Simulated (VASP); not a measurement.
Wanted: the native input for a VASP 6.6.1 run.

| Item | Value |
| --- | --- |
| Task | single point |
| Functional | PBE |
| Potentials or basis | VASP PAW PBE potentials, release 64 (Ga_d) |
| Cutoff | 520 eV |
| k mesh | 13 × 13 × 13 |
| Occupations | fermi-dirac, width 0.05 eV |
| Spin | no spin polarisation |
| Dipole correction | no |
| Further INCAR settings | ALGO = Fast; EDIFF = 1e-06; NBANDS = 12 |

The structure of Ga lies in POSCAR:

```
Ga
1.0
   -1.3656883352      1.3656883352      2.2799872528
    1.3656883352     -1.3656883352      2.2799872528
    1.3656883352      1.3656883352     -2.2799872528
Ga
1
Direct
    0.0000000000      0.0000000000      0.0000000000
```

This isn't the form of Ga at room conditions, which is orthorhombic.

The cell isn't the ideal one: volume scaled by 0.96.

The input as run:

INCAR

```
SYSTEM = Ga
ALGO     = Fast           ! electronic algorithm
EDIFF    = 1E-6           ! SCF threshold, eV
ENCUT    = 520            ! plane-wave cutoff, eV
GGA      = PE             ! functional
ISIF     = 2              ! what is computed and relaxed
ISMEAR   = -1             ! smearing method
LASPH    = .TRUE.         ! aspherical terms in the spheres
LCHARG   = .FALSE.        ! write CHGCAR
LREAL    = .FALSE.        ! projectors in reciprocal space
LWAVE    = .FALSE.        ! write WAVECAR
NBANDS   = 12             ! bands
NELM     = 80             ! most SCF steps
PREC     = Accurate       ! precision mode
SIGMA    = 0.05           ! smearing width, eV
```

KPOINTS

```
k-points
0
G
  13 13 13
  0 0 0
```

Potentials or basis: VASP PAW PBE potentials, release 64 (Ga_d).

The run is started by

```console
$ cat potpaw_PBE.64/Ga_d/POTCAR > POTCAR
$ mpirun -np 1 vasp_std > vasp.out
```

It gave:

* Pressure: 6.7 GPa
* Band gap on the k mesh: none (metal or under the smearing width)

Run time: 17 s on 1 thread of Intel(R) Xeon(R) Platinum 8488C (Sapphire Rapids), on a shared host, peak memory 0.16 GiB.
